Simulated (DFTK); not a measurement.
# Sc in DFTK: convergence with k mesh

Sc:

```
CELL_PARAMETERS angstrom
3.07180 0.00000 0.00000
-1.53590 2.66026 0.00000
0.00000 0.00000 4.89530
ATOMIC_POSITIONS crystal
Sc 0.66667 0.33333 0.75000
Sc 0.33333 0.66667 0.25000
```

The cell isn't the ideal one: cell squeezed.

```yaml
Program: DFTK 0.8.2
Task: convergence study
Functional: PBE
Potentials_or_basis: SPMS 1.0 (PBE)
Cutoff: 816 eV
k_mesh: 1 × 1 × 1
Occupations: gaussian, width 0.02 eV
Spin: no spin polarisation
```

These are the settings of the first run; the series varies k mesh, with any setting tied to it.

Hardware: 1 thread of Intel(R) Xeon(R) Platinum 8259CL CPU @ 2.50GHz (Skylake/Cascade Lake) (shared host).

Question: The values tried are 1 × 1 × 1, 3 × 3 × 2, 4 × 4 × 2, 5 × 5 × 3, 7 × 7 × 4, 8 × 8 × 4, 10 × 10 × 6, 12 × 12 × 6, loosest first. From which on does the energy stay within 1 meV/atom of the tightest run that finished?

Answer: From 10 × 10 × 6 on.

```
     k mesh  energy less the tightest run, at zero smearing (meV/atom)  SCF cycles
  1 × 1 × 1                                                   -1186.19          22
  3 × 3 × 2                                                      69.97          11
  4 × 4 × 2                                                      19.07          11
  5 × 5 × 3                                                      39.54          12
  7 × 7 × 4                                                      -5.03          11
  8 × 8 × 4                                                      -1.43          11
10 × 10 × 6                                                       0.78          11
12 × 12 × 6                                                       0.00          11
```

Meshes of other sizes hit other points, so gaps and Fermi surfaces needn't settle smoothly. The tightest run that finished is the yardstick and may itself not be fully converged.

Caveat, for the tightest run too: the cutoff is short for these potentials, so energies and forces aren't converged, fitted volumes are rough and the log's stress (off by 3 to 10 GPa or more in trials) isn't used.
